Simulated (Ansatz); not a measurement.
Input of an Ansatz 0.2.0 run:

File run.py:

```python
import json

import ase.io
import numpy as np

import ansatz as az

atoms = ase.io.read("POSCAR", format="vasp")

calculation = (
    az.Crystal.from_ase(atoms)
    .calculation()
    .kpoints(6, 6, 6)
    .functional("pbe")
    .pseudopotentials(kind="paw_fr")
    .spin("noncollinear", soc=True)
    .scf(algorithm="direct_min")
    .occupations(method="cold", width=0.025)
    .density()
    .potential()
    .output_files(volumetric_format="npy")
    .electron_localization_function()
    .electric_field_gradient()
    .forces()
    .stress()
    .band_table(publish=True)
)
outcome = calculation.run(threads=2, events_out="events.jsonl")

report = outcome.report
for line in open("events.jsonl"):
    event = json.loads(line)
    if event["event"] == "scf_iter":
        d = event["data"]
        print(f"SCF {d['iter']:3d}  HF = {d['harris_foulkes_ev']:.6f} eV  dr2 = {d['dr2_ev']:.2e} eV")
    elif event["event"] in ("relax_step", "md_step"):
        d = event["data"]
        print(f"{event['event']} {d['step']:3d}  E = {d['lagrangian_ev']:.6f} eV")
np.set_printoptions(precision=5, suppress=True, linewidth=110)
print("converged:", report["converged"], "after", report["n_iterations"], "iterations")
print(f"free energy {report['free_energy_ev']:.6f} eV, Fermi level {report['fermi_energy_ev']:.4f} eV")
for key in ("band_edges_ev", "magnetization_mub", "site_moments_mub", "site_moments_nc_mub", "forces_ev_ang",
                "stress_gpa", "kpoints_frac", "eigenvalues_ev"):
    if report.get(key) is not None:
        print(key, np.array(report[key]), sep="\n")
```

Contents of POSCAR:

```
Sb
1.0
    2.0714240000      1.3133110000      3.7458340000
   -2.1361190000      1.2900310000      3.7906240000
   -0.0525090000     -2.5187830000      3.7402440000
Sb
2
Direct
    0.7665100000      0.7665100000      0.7665100000
    0.2334900000      0.2334900000      0.2334900000
```

Potentials or basis: Ansatz PAW.

Launch:

```bash
$ python run.py
```

Question: Estimate the largest force.

Answer: 0.223 eV/Å.

Question: Predict the band gap on the k mesh.

Answer: None (metal or under the smearing width).

Stress tensor (GPa, compression positive):
```
 5.04 -1.21  1.70
-1.21  1.26 -2.08
 1.70 -2.08  2.66
```
